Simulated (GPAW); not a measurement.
Runs of GPAW 26.7.0 on Ni. The structure is hexagonal, space group P6_3/mmc (No. 194). The conventional cell has a = 2.448 Å, b = 2.448 Å, c = 4.073 Å, α = 90.00°, β = 90.00°, γ = 120.00°. Around Ni (site symmetry -6m2) lie 12 Ni at 2.45 to 2.48 Å. This isn't the form of Ni at room conditions, which is fcc.

```tsv
task	level	potentials or basis	cell	k mesh	smearing	optimizer	fmax	max steps	band path	band points	mesh quality	gap on the mesh (eV)	pressure (GPa)	moment (μB)
relaxation of cell and atoms	PW91	PAW data sets generated in the run's folder for this functional, pw	relaxed	8 × 8 × 4	fermi-dirac 0.05 eV	FIRE	0.02 eV/Å	100	-	-	coarse	none	0.3	(c)
band structure	vdW-DF	GPAW PAW data sets (gpaw-data 1.2.1), pw	as given	8 × 8 × 4	fermi-dirac 0.05 eV	-	-	-	GMKGALHA,LM,KH	100	coarse	-	-	1.20
single point	LDA	the program's PAW data sets (release 1.2.1) made for this functional, pw	as given	12 × 12 × 7	gaussian 0.1 eV	-	-	-	-	-	not flagged	none	-8.9	1.26
band structure	mBEEF	GPAW PAW data sets (gpaw-data 1.2.1), pw	as given	8 × 8 × 4	fermi-dirac 0.05 eV	-	-	-	GMKGALHA,LM,KH	100	coarse	-	(b)	1.56
single point	PBE	GPAW PAW data sets (gpaw-data 1.2.1), pw	as given	12 × 12 × 7	gaussian 0.1 eV	-	-	-	-	-	not flagged	none	9.7	(a)
```

Alike in all rows: spin collinear, ferromagnetic start; cutoff (eV) 600.

Q: Fill in the values left out.

A: (a) 1.32; (b) 2.5; (c) 1.24.

Caveats: some runs use coarse meshes; the stock nickel data set gives pressures a few GPa off other programs; the PAW data sets were made with another functional, which shifts forces and pressure a little (some runs); each step starts from the last one's moments, so a moment once lost doesn't come back (some runs); later steps reuse the first step's grids (some runs).

A gap of «none» marks a metal or a gap under the smearing width.
